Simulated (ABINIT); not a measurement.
The system is CsPbCl3.

```xyz
5
Lattice="5.6050 0.0000 0.0000 0.0000 5.6050 0.0000 0.0000 0.0000 5.6050" Properties=species:S:1:pos:R:3 pbc="T T T"
Pb    2.8025    2.8025    2.8025
Cs    0.0000    0.0000    0.0000
Cl    2.8025    0.0000    2.8025
Cl    0.0000    2.8025    2.8025
Cl    2.8025    2.8025    0.0000
```

Base run:

* Program: ABINIT 10.8.3 (patched build)
* Functional: LDA
* Potentials or basis: JTH PAW LDA v2.0
* Cutoff: 680 eV
* k mesh: 6 × 6 × 6
* Occupations: fermi-dirac, width 0.05 eV
* Spin: no spin polarisation

Its results: band gap on the k mesh 1.74 eV, direct.

Question: After a change of settings the same cell gave: band gap on the k mesh 2.81 eV, direct. Which change was it?
A. k mesh from 6 × 6 × 6 to 2 × 2 × 2
B. k mesh from 6 × 6 × 6 to 5 × 5 × 5
C. k mesh from 6 × 6 × 6 to 3 × 3 × 3
D. functional from LDA to PBE; potentials or basis from JTH PAW LDA v2.0 to JTH PAW PBE v2.0

Answer: B.

Caveats: spin-orbit coupling is left out, which as a rule narrows the gap of such compounds by several tenths of an eV; an odd mesh through Γ misses points on the zone boundary, where band edges often lie (some runs).

Not every run made on this cell is shown here.
